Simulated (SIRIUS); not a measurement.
# CoO (Fm-3m) in SIRIUS: reference runs

Aim: a first look at CoO with PBEsol, on the cell as given and on a disturbed one, then over a range of volumes.

Everything below comes from runs of SIRIUS 7.12.0. Logs are shortened: lines on timing, memory, paths and dates and some standing lists are left out, and cuts for length are marked. The log counts tension as positive stress, the text compression.

## (1) Starting point

The structure is cubic, space group Fm-3m (No. 225). The conventional cell has a = 4.263 Å, b = 4.263 Å, c = 4.263 Å, α = 90.00°, β = 90.00°, γ = 90.00°. Co (site symmetry m-3m) has 6 O at 2.13 Å as nearest neighbours. O (site symmetry m-3m) is surrounded by 6 Co at 2.13 Å.

## (2) Single point, PBEsol, collinear spin, ferromagnetic start, 9.10 Å³/atom (volume scaled by 0.94)

File sirius.json:

```json
{
  "control": {
    "processing_unit": "cpu",
    "verbosity": 2,
    "num_bands_to_print": 19,
    "print_forces": true,
    "print_stress": true
  },
  "parameters": {
    "electronic_structure_method": "pseudopotential",
    "xc_functionals": ["XC_GGA_X_PBE_SOL", "XC_GGA_C_PBE_SOL"],
    "gk_cutoff": 9.8,
    "pw_cutoff": 19.6,
    "ngridk": [11, 11, 11],
    "shiftk": [0, 0, 0],
    "smearing": "fermi_dirac",
    "smearing_width": 0.0018374661,
    "num_bands": 19,
    "num_mag_dims": 1,
    "num_dft_iter": 100,
    "energy_tol": 1e-08,
    "density_tol": 1e-06
  },
  "iterative_solver": {
    "type": "davidson",
    "min_tolerance": 1e-10
  },
  "mixer": {
    "type": "anderson",
    "beta": 0.5,
    "max_history": 8
  },
  "settings": {
    "tol_ne": 1e-10,
    "pseudo_grid_cutoff": 6.5,
    "smooth_initial_mag": true
  },
  "unit_cell": {
    "lattice_vectors": [
      [0.0, 3.945725075985, 3.945725075985],
      [3.945725075985, 0.0, 3.945725075985],
      [3.945725075985, 3.945725075985, 0.0]
    ],
    "atom_coordinate_units": "lattice",
    "atom_types": ["Co", "O"],
    "atom_files": {
      "O": "O.json",
      "Co": "Co.json"
    },
    "atoms": {
      "Co": [
        [0.0, 0.0, 0.0, 0.0, 0.0, 2.0]
      ],
      "O": [
        [0.5, 0.5, 0.5, 0.0, 0.0, 0.0]
      ]
    }
  }
}
```

Potentials or basis: PseudoDojo 0.4.1 PBEsol standard (scalar relativistic).

On the command line:

```
$ upf_to_json O.upf
$ upf_to_json Co.upf
$ OMP_NUM_THREADS=4 sirius.scf --input=sirius.json --output=out.json --task=0
```

Standard output:

```text
[info] SIRIUS version : 7.12.0
[info] number of MPI ranks           : 1
[info] MPI grid                      : 1 1
[info] maximum number of OMP threads : 4
[fft] FFT context for density and potential
[fft] =====================================
[fft]   comm size                             : 1
[fft]   plane wave cutoff                     : 19.6
[fft]   grid size                             : 40 40 40   total : 64000
[fft]   grid limits                           : -19 20   -19 20   -19 20
[fft]   number of G-vectors within the cutoff : 7797
[fft]   local number of G-vectors             : 7797
[fft]   number of G-shells                    : 451
[fft] FFT context for coarse grid
[fft] =====================================
[fft]   comm size                             : 1
[fft]   plane wave cutoff                     : 19.6
[fft]   grid size                             : 40 40 40   total : 64000
[fft]   grid limits                           : -19 20   -19 20   -19 20
[fft]   number of G-vectors within the cutoff : 7797
[fft]   local number of G-vectors             : 7797
[fft]   number of G-shells                    : 451
[unit cell] lattice vectors
[unit cell]   a1 :       0.0000000000      3.9457250760      3.9457250760
[unit cell]   a2 :       3.9457250760      0.0000000000      3.9457250760
[unit cell]   a3 :       3.9457250760      3.9457250760      0.0000000000
[unit cell] reciprocal lattice vectors
[unit cell]   b1 :      -0.7962016089      0.7962016089      0.7962016089
[unit cell]   b2 :       0.7962016089     -0.7962016089      0.7962016089
[unit cell]   b3 :       0.7962016089      0.7962016089     -0.7962016089
[unit cell] unit cell volume :       122.85998595 [a.u.^3]
[unit cell] 1/sqrt(omega)    :         0.09021833
[unit cell] MT volume        :         0.00000000 ( 0.00%)
[unit cell] IT volume        :       122.85998595 (100.00%)
[unit cell] number of atom types : 2
[unit cell] type id : 0 symbol : Co mt_radius :  13.870000 num_atoms : 1
[unit cell] type id : 1 symbol :  O mt_radius :   9.350000 num_atoms : 1
[unit cell] total number of atoms : 2
[unit cell] number of symmetry classes : 2
[unit cell] number of PAW atoms : 0
[unit cell] atom id  type id  class id             position                      vector_field
[unit cell] ------------------------------------------------------------------------------------------
[unit cell]      0        0        0      0.00000   0.00000   0.00000      0.00000   0.00000   2.00000
[unit cell]      1        1        1      0.50000   0.50000   0.50000      0.00000   0.00000   0.00000
[unit cell] atom id         position (Cartesian, a.u.)
[unit cell] ---------------------------------------------
[unit cell]      0       0.000000    0.000000    0.000000
[unit cell]      1       3.945725    3.945725    3.945725
[unit cell] class id : 0 atom id : 0
[unit cell] class id : 1 atom id : 1
[... 367 lines left out ...]
[diagonalize] ik:    2   -2.981704   -1.640203   -1.639730   -1.639730   -0.188977    0.350097    0.371686    0.371686    0.449987    0.449987    0.463587    0.502615    0.502615    0.669161    1.041676    1.187106    1.187106    1.283885    1.341038
[diagonalize]            -2.889859   -1.543168   -1.542628   -1.542628   -0.169314    0.375524    0.418642    0.418642    0.529446    0.529446    0.532187    0.592511    0.592511    0.689370    1.058124    1.208662    1.208662    1.296877    1.366118
[diagonalize] ik:    3   -2.981652   -1.640721   -1.639800   -1.639800   -0.174835    0.300821    0.347975    0.347975    0.458629    0.458629    0.473636    0.531854    0.531854    0.711973    0.974870    1.134094    1.134094    1.298770    1.368557
[diagonalize]            -2.889802   -1.543758   -1.542706   -1.542706   -0.154686    0.324204    0.396785    0.396785    0.540078    0.540078    0.543434    0.621388    0.621388    0.731345    0.995026    1.154884    1.154884    1.315443    1.390887
[diagonalize] ik:    4   -2.981605   -1.641197   -1.639863   -1.639863   -0.160480    0.261284    0.331387    0.331387    0.466901    0.466901    0.484624    0.553995    0.553995    0.737797    0.933408    1.089807    1.089807    1.315522    1.417049
[diagonalize]            -2.889750   -1.544299   -1.542777   -1.542777   -0.139785    0.283070    0.380719    0.380719    0.550072    0.550072    0.556892    0.644973    0.644973    0.753246    0.957531    1.108602    1.108602    1.334946    1.437935
[diagonalize] ...
[diagonalize] ik:   51   -2.981512   -1.641160   -1.640586   -1.640315   -0.147714    0.295134    0.329784    0.348060    0.444409    0.474902    0.481781    0.485969    0.498296    0.829531    0.925511    0.950365    1.107980    1.227174    1.495777
[diagonalize]            -2.889648   -1.544252   -1.543597   -1.543289   -0.124896    0.313028    0.356612    0.382018    0.510071    0.563425    0.568376    0.590327    0.605867    0.856452    0.943675    0.974175    1.129993    1.248034    1.506605
[diagonalize] ik:   52   -2.981541   -1.641051   -1.640511   -1.640142   -0.150939    0.279442    0.332116    0.334755    0.457962    0.466429    0.489361    0.490773    0.530986    0.834468    0.925909    0.949117    1.097651    1.274132    1.436463
[diagonalize]            -2.889680   -1.544130   -1.543512   -1.543093   -0.128896    0.303105    0.360000    0.374663    0.528070    0.560601    0.568002    0.589699    0.631310    0.858844    0.947877    0.970195    1.119170    1.292088    1.453621
[diagonalize] ik:   53   -2.981524   -1.641035   -1.640667   -1.640217   -0.147033    0.286650    0.317841    0.329388    0.462264    0.471220    0.487115    0.491921    0.525400    0.868935    0.899061    0.943541    1.076472    1.321348    1.379388
[diagonalize]            -2.889661   -1.544110   -1.543690   -1.543178   -0.124630    0.309040    0.343433    0.369578    0.540564    0.552196    0.568217    0.596514    0.626608    0.893538    0.922401    0.963730    1.097184    1.338414    1.396321
[diagonalize] ik:   54   -2.981514   -1.641064   -1.640631   -1.640336   -0.147086    0.296049    0.329032    0.330359    0.458887    0.468175    0.483325    0.485176    0.509051    0.850702    0.923147    0.945501    1.073126    1.273891    1.435609
[diagonalize]            -2.889651   -1.544142   -1.543648   -1.543313   -0.124390    0.315989    0.354154    0.366103    0.525689    0.558801    0.568382    0.588919    0.614257    0.878509    0.942256    0.967709    1.094537    1.293127    1.449638
[diagonalize] ik:   55   -2.981513   -1.640907   -1.640820   -1.640325   -0.145986    0.307363    0.308856    0.327042    0.463249    0.475666    0.478072    0.485578    0.514078    0.871817    0.924511    0.929369    1.056769    1.322013    1.377287
[diagonalize]            -2.889650   -1.543963   -1.543864   -1.543300   -0.123297    0.329454    0.331876    0.363582    0.540021    0.550888    0.568346    0.590972    0.617692    0.901363    0.945054    0.948876    1.077380    1.339964    1.392701
[find] Charges and magnetic moments
[find] --------------------------------------------------------------------------------
[find] atom                moment                |moment|
[find] --------------------------------------------------------------------------------
[find]    0 [  0.00000,   0.00000,   2.26010]    2.260098
[find]    1 [  0.00000,   0.00000,   0.30464]    0.304636
[find] total charge          : 23.000000
[... 7 lines left out ...]
[find] <rho|V^{H}>                    :      88.56073154
[find] one-electron contribution      :     -73.08318524 (Ha),    -146.16637047 (Ry)
[find] hartree contribution           :      44.28036577
[find] xc contribution                :     -31.97040957
[find] ewald contribution             :    -108.49626175
[find] PAW contribution               :       0.00000000
[find] smearing (-TS)                 :      -0.00113380
[find] SCF correction                 :       0.00000142
[find] Total energy                   :    -169.26948936 (Ha),    -338.53897873 (Ry)
[find] Free energy (E-TS)             :    -169.27062316 (Ha),    -338.54124633 (Ry)
[find] band gap (eV)                  :       0.00000000
[find] Efermi                         :       0.56199106
[find] iteration : 18, RMS (target) : 8.2715e-07 (1.0000e-06) , energy difference (target) : -2.8730e-09 (1.0000e-08)
[find] bands are converged : true
[find] iterative solver converged : false
[find] converged after 19 SCF iterations!
[find] Charges and magnetic moments
[find] --------------------------------------------------------------------------------
[find] atom                moment                |moment|
[find] --------------------------------------------------------------------------------
[find]    0 [  0.00000,   0.00000,   2.26010]    2.260098
[find]    1 [  0.00000,   0.00000,   0.30464]    0.304636
[find] total charge          : 23.000000
[find] total moment          : [  0.00000,   0.00000,   2.86834], magnitude : 2.868344
[find] Energy
[find] --------------------------------------------------------------------------------
[find] valence_eval_sum               :     -10.16788718
[find] <rho|V^{XC}>                   :     -25.49730970
[find] <rho|E^{XC}>                   :     -31.97040957
[find] <mag|B^{XC}>                   :      -0.14812379
[find] <rho|V^{H}>                    :      88.56073154
[find] one-electron contribution      :     -73.08318524 (Ha),    -146.16637047 (Ry)
[find] hartree contribution           :      44.28036577
[find] xc contribution                :     -31.97040957
[find] ewald contribution             :    -108.49626175
[find] PAW contribution               :       0.00000000
[find] smearing (-TS)                 :      -0.00113380
[find] SCF correction                 :       0.00000142
[find] Total energy                   :    -169.26948936 (Ha),    -338.53897873 (Ry)
[find] Free energy (E-TS)             :    -169.27062316 (Ha),    -338.54124633 (Ry)
[find] band gap (eV)                  :       0.00000000
[find] Efermi                         :       0.56199106
[ground_state] === stress tensor components [kbar] ===
[ground_state] === stress_kin ===
[ground_state] -126480.210306    0.000000   -0.000000
[ground_state]     0.000000-126480.210306    0.000000
[ground_state]    -0.000000    0.000000-126480.210306
[ground_state] === stress_har ===
[ground_state] -35345.740878    0.000000    0.000000
[ground_state]     0.000000-35345.740878   -0.000000
[ground_state]     0.000000   -0.000000-35345.740878
[ground_state] === stress_ewald ===
[ground_state] 86604.541028    0.000000    0.000000
[ground_state]     0.00000086604.541028    0.000000
[ground_state]     0.000000    0.00000086604.541028
[ground_state] === stress_vloc ===
[ground_state] 14141.400626    0.000000   -0.000000
[ground_state]     0.00000014141.400626    0.000000
[ground_state]    -0.000000    0.00000014141.400626
[ground_state] === stress_xc ===
[ground_state] -14753.831957    0.000000   -0.000000
[ground_state]     0.000000-14753.831957    0.000000
[ground_state]    -0.000000    0.000000-14753.831957
[ground_state] === stress_core ===
[ground_state] 33911.146799    0.000000    0.000000
[ground_state]     0.00000033911.146799    0.000000
[ground_state]     0.000000    0.00000033911.146799
[ground_state] === stress_nonloc ===
[ground_state] 41929.200259    0.000000    0.000000
[ground_state]     0.00000041929.200259   -0.000000
[ground_state]     0.000000   -0.00000041929.200259
[ground_state] === stress_us_nl ===
[ground_state] 41929.200259    0.000000    0.000000
[ground_state]     0.00000041929.200259   -0.000000
[ground_state]     0.000000   -0.00000041929.200259
[ground_state] === stress_total ===
[ground_state]     6.505571    0.000000   -0.000000
[ground_state]     0.000000    6.505571   -0.000000
[ground_state]    -0.000000   -0.000000    6.505571
[ground_state] ==== total Forces in Ha/bohr =====
[ground_state] atom:    0, force:       0.0000000      0.0000000      0.0000000
[... 14 lines left out ...]
[ground_state] atom:    0, force:       0.0000000      0.0000000      0.0000000
[ground_state] atom:    1, force:       0.0000000      0.0000000      0.0000000
[~DFT_ground_state] local op. applied: 84482
[~DFT_ground_state] evp. work count: 19177.7
[~DFT_ground_state] number of iterative solver steps: 3096
```

Wall time 60 s (4 threads of Intel Xeon Platinum 8259CL at 2.50GHz (Skylake/Cascade Lake), shared host); peak memory 0.44 GiB.

What came out:

* Free energy: -4606.0883 eV
* Pressure: -0.7 GPa
* Band gap on the k mesh: none (metal or under the smearing width)
* Net moment: 2.87 μB per cell
* Absolute moment: 2.89 μB per cell

Caveat: a cell with one magnetic atom can't hold antiferromagnetic order, which such compounds often take; semilocal functionals often make such compounds metallic where correlation or magnetic order opens a gap, which also shifts bond lengths.

## (3) Single point, PBEsol, collinear spin, ferromagnetic start, 9.30 Å³/atom (volume scaled by 0.96)

sirius.json: that of step 2 with these lines changed.

```diff
@@ -39,5 +39,5 @@
     "lattice_vectors": [
-      [0.0, 3.945725075985, 3.945725075985],
-      [3.945725075985, 0.0, 3.945725075985],
-      [3.945725075985, 3.945725075985, 0.0]
+      [0.0, 3.973512787922, 3.973512787922],
+      [3.973512787922, 0.0, 3.973512787922],
+      [3.973512787922, 3.973512787922, 0.0]
     ],
```

Potentials or basis: PseudoDojo 0.4.1 PBEsol standard (scalar relativistic).

On the command line:

```
$ upf_to_json O.upf
$ upf_to_json Co.upf
$ OMP_NUM_THREADS=4 sirius.scf --input=sirius.json --output=out.json --task=0
```

Wall time 44 s (4 threads of Intel Xeon Platinum 8259CL at 2.50GHz (Skylake/Cascade Lake), shared host); peak memory 0.44 GiB.

The run converged. Its results:

```
Free energy            : -4606.0823 eV
Pressure               : -4.4 GPa
Band gap on the k mesh : none (metal or under the smearing width)
Net moment             : 2.92 μB per cell
Absolute moment        : 2.94 μB per cell
```

Caveat: a cell with one magnetic atom can't hold antiferromagnetic order, which such compounds often take; semilocal functionals often make such compounds metallic where correlation or magnetic order opens a gap, which also shifts bond lengths.

## (4) Single point, PBEsol, collinear spin, ferromagnetic start, 9.49 Å³/atom (volume scaled by 0.98)

sirius.json: that of step 3 with these lines changed.

```diff
@@ -39,5 +39,5 @@
     "lattice_vectors": [
-      [0.0, 3.973512787922, 3.973512787922],
-      [3.973512787922, 0.0, 3.973512787922],
-      [3.973512787922, 3.973512787922, 0.0]
+      [0.0, 4.000917190268, 4.000917190268],
+      [4.000917190268, 0.0, 4.000917190268],
+      [4.000917190268, 4.000917190268, 0.0]
     ],
```

On the command line:

```
$ upf_to_json O.upf
$ upf_to_json Co.upf
$ OMP_NUM_THREADS=4 sirius.scf --input=sirius.json --output=out.json --task=0
```

Wall time 39 s (4 threads of Intel Xeon Platinum 8259CL at 2.50GHz (Skylake/Cascade Lake), shared host); peak memory 0.45 GiB.

It converged, with:

| Property | Result |
| --- | --- |
| Free energy | -4606.0676 eV |
| Pressure | -7.8 GPa |
| Band gap on the k mesh | none (metal or under the smearing width) |
| Net moment | 2.96 μB per cell |
| Absolute moment | 2.98 μB per cell |

Caveat: a cell with one magnetic atom can't hold antiferromagnetic order, which such compounds often take; semilocal functionals often make such compounds metallic where correlation or magnetic order opens a gap, which also shifts bond lengths.

## (5) Single point, PBEsol, collinear spin, ferromagnetic start, 9.68 Å³/atom

sirius.json: that of step 4 with these lines changed.

```diff
@@ -39,5 +39,5 @@
     "lattice_vectors": [
-      [0.0, 4.000917190268, 4.000917190268],
-      [4.000917190268, 0.0, 4.000917190268],
-      [4.000917190268, 4.000917190268, 0.0]
+      [0.0, 4.02795123464, 4.02795123464],
+      [4.02795123464, 0.0, 4.02795123464],
+      [4.02795123464, 4.02795123464, 0.0]
     ],
```

On the command line:

```
$ upf_to_json O.upf
$ upf_to_json Co.upf
$ OMP_NUM_THREADS=4 sirius.scf --input=sirius.json --output=out.json --task=0
```

Wall time 40 s (4 threads of Intel Xeon Platinum 8259CL at 2.50GHz (Skylake/Cascade Lake), shared host); peak memory 0.45 GiB.

The run converged. Its results:

* Free energy: -4606.0448 eV
* Pressure: -11.1 GPa
* Band gap on the k mesh: none (metal or under the smearing width)
* Net moment: 2.98 μB per cell
* Absolute moment: 3.00 μB per cell

Caveat: a cell with one magnetic atom can't hold antiferromagnetic order, which such compounds often take; semilocal functionals often make such compounds metallic where correlation or magnetic order opens a gap, which also shifts bond lengths.

[end of part 1 of 2]
